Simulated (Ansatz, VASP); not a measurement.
# HfO2 in VASP and in Ansatz

```
CELL_PARAMETERS angstrom
0.00000 2.59545 2.50759
2.59545 0.00000 2.50759
2.59545 2.59545 0.00000
ATOMIC_POSITIONS crystal
Hf 0.00000 0.00000 0.00000
O 0.25000 0.25000 0.25000
O 0.75000 0.75000 0.75000
```

Change from the starting cell: epitaxial_xy strain +2.6%.

Alike in both runs: task single point; functional PBE; k mesh 8 × 8 × 8; occupations fermi-dirac, width 0.02 eV; no spin polarisation.

|  | VASP | Ansatz |
| --- | --- | --- |
| version | VASP 6.6.1 | Ansatz 0.2.0 |
| potentials or method | VASP PAW PBE potentials, release 64 (Hf_pv, O) | plane waves, PAW |
| plane-wave cutoff (eV) | 520 | 420 |
| valence electrons in the cell | 22 | 38 |

Ansatz gave:

| Quantity | Value |
| --- | --- |
| gap on the k mesh at the Fermi level (eV) | 3.38 |
| pressure (GPa) | -4.7 |
| largest component of the traceless stress (GPa) | 10.04 |

Problem. What did VASP give for the same quantities?

Solution. gap on the k mesh at the Fermi level (eV): 3.36; pressure (GPa): -8.1; largest component of the traceless stress (GPa): 10.22.

With one functional, cell and mesh, what is left measures potentials, basis and numerics. The two sets of potentials don't hold the same shells in valence.

Caveats: spin-orbit coupling is left out, which moves the levels of the heavy elements. A k mesh can miss the band edges.
